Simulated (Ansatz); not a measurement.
TiO$_{2}$: reading a single point

```
O Ti
1.0
     2.66142    4.60971    0.00000
    -2.66142    4.60971    0.00000
     0.00000    0.00000    6.16990
O Ti
6 3
Direct
  0.40800 0.89500 0.21500
  0.69700 0.40800 0.54833
  0.89500 0.69700 0.88167
  0.30300 0.10500 0.78500
  0.10500 0.59200 0.45167
  0.59200 0.30300 0.11833
  0.45300 0.54700 0.33330
  0.00000 0.45300 0.66663
  0.54700 0.00000 0.99997
```

The numbers come from plane-wave PAW DFT (Ansatz): PBE, no spin polarisation, 420 eV, 6×6×4 Γ-centred k points, fermi-dirac occupations (width 0.1 eV). Nothing was relaxed.

Q: Describe some of the short contacts.

A: O–Ti at 1.74 Å: least valence density 1.24 e/Å³ and ELF 0.34 there. These are pseudo-fields; inside the PAW spheres they differ from the all-electron ones.

Q: Which orbitals make up the band edges?

A: Within 0.7 eV of the edges, the states project mainly on O p (95 %) below the gap and on Ti d (88 %) above it.

Q: What does the stress say?

A: The pressure is 4.0 GPa (compression positive), so with the atoms held at these fractions the cell would first expand; the forces are large, so a full relaxation may end otherwise. The principal stresses 2.5, 2.5, 6.9 GPa differ, so its shape would change too.

Q: Give the Bader charges.

A: Bader charges in e: Ti +2.19, O -1.10. In the mean Ti gives up most and O takes most.

Q: Metal or insulator? Give the gap.

A: The gap is 3.74 eV, indirect (the least direct gap found is 3.81 eV). A semilocal functional usually gives too small a gap.

Q: Is it stable against the elements?

A: -2.94 eV an atom against the elements' usual phases (free molecules for gases, crystals otherwise, with no correction for O₂ or N₂), so it is bound against them; other compounds may still compete. Relaxing would lower it.

Q: Which atom feels the largest force, and which way?

A: The largest is on Ti7 (and as large on other atoms): 1.97 eV/Å, components (-1.97, 0.00, 0.00). It makes 126° with the line to a nearest neighbour, O6 at 1.74 Å.

Origin: a database entry at a rescaled volume. Caveats: atoms or cell far from equilibrium.
